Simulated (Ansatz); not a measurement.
# Ionic part of the dielectric constant of BN at 30 GPa, mode by mode

Theory: Ansatz 0.2.0, DFT PBE+D3(BJ), scalar-relativistic, plane waves, PAW. Settings: 420 eV plane-wave cutoff, Γ-centred 12×12×12 mesh, fixed occupations. No spin polarisation. Phonons by linear response, acoustic sum rule imposed.

The structure is trigonal, space group R3m (No. 160). The conventional cell has a = 2.460 Å, b = 2.460 Å, c = 7.556 Å, α = 90.00°, β = 90.00°, γ = 120.00°. B (site symmetry 3m) has 3 N at 1.42 Å as nearest neighbours. N (site symmetry 3m) is surrounded by 3 B at 1.42 Å.

The primitive cell has V = 13.20 Å³ and ε∞,xx = 5.496. Each polar mode adds Δε = (4.92064×10⁷/V)·S/ν² along x, with S its oscillator strength in e²/amu, ν in cm⁻¹ and V in Å³.

Q: From these modes, find each Δε and ε0,xx.
| ν (cm⁻¹) | S_xx (e²/amu) |
| --- | --- |
| 569.3 | 0.00374 |
| 1455.8 | 0.8141 |
| 1455.8 | 0.2768 |

A:
| ν (cm⁻¹) | Δε |
| --- | --- |
| 569.3 | 0.04 |
| 1455.8 | 1.43 |
| 1455.8 | 0.49 |

The sum is 1.962, so ε0,xx = 7.46; the run's tensor has 7.46.

This form isn't the usual stable structure of the compound at low pressure.

Cost: 1 run of about 1 core-minutes, on Arm Neoverse V2 (shared hosts).